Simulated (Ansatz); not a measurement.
# Sb under changes of volume

One of the cells (26.213 Å³/atom); the others are scaled copies at fixed shape and fractional positions:

```
Sb
1.0
    -1.87134    1.87134    1.87134
     1.87134   -1.87134    1.87134
     1.87134    1.87134   -1.87134
Sb
1
Direct
  0.00000 0.00000 0.00000
```

This isn't the form of Sb at room conditions, which is rhombohedral.

* Program: Ansatz 0.2.0
* Functional: LDA
* Potentials or basis: all-electron LAPW, scalar-relativistic
* Cutoff: 172 eV (chosen from the basis error)
* Basis error allowed: 0.001 eV/atom
* k mesh: 10 × 10 × 10
* Occupations: fermi-dirac, width 0.05 eV
* Spin: no spin polarisation

```tsv
volume (Å³/atom)	energy over the lowest point (meV/atom)	pressure (GPa)
24.640	11.40	3.4
25.165	3.05	1.7
25.689	0.00	0.2
26.213	1.71	-1.2
26.737	7.70	-2.4
27.262	?	?
27.786	30.86	-4.5
```

**Question.** What does the run at 27.262 Å³/atom give?

**Answer.** Energy over the lowest point 17.55 meV/atom; pressure -3.6 GPa.

Worked out: A Birch-Murnaghan fit of order 3 (a polynomial in V^(-2/3)) to the other rows has its minimum at 25.75 Å³/atom with B0 = V·E''(V) = 70 GPa and B' = 4.2. It gives 17.56 meV/atom at 27.262 Å³/atom, against the run's 17.55, and -dE/dV = -3.6 GPa, against -3.6.

Energies are extrapolated to zero smearing.
